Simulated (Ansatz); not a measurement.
A crystal in the fcc structure was computed with PBE in Ansatz (plane waves, PAW datasets (generated soft set 1); cutoff 420 eV), no spin polarisation, no spin–orbit coupling, Fermi–Dirac smearing of 0.061 eV, k-spacing 0.06 Å⁻¹. It has a₀ = 4.585 Å and B₀ = 40 GPa.

(1) Which is it?
A. Al
B. Os
C. Ca
D. Gd
E. Pr

Results:

(1) E. The five: Pr 4.585 Å, 40 GPa; Ca 5.526 Å, 17.4 GPa; Al 4.040 Å, 78 GPa; Os 3.856 Å, 390 GPa; Gd 4.821 Å, 15.8 GPa.

Model structures, not the usual forms at ambient conditions (metastable or hypothetical): Pr, Os, Gd. The open f shell of Pr, Gd is treated without spin here, so this is a model state and not the ground state.
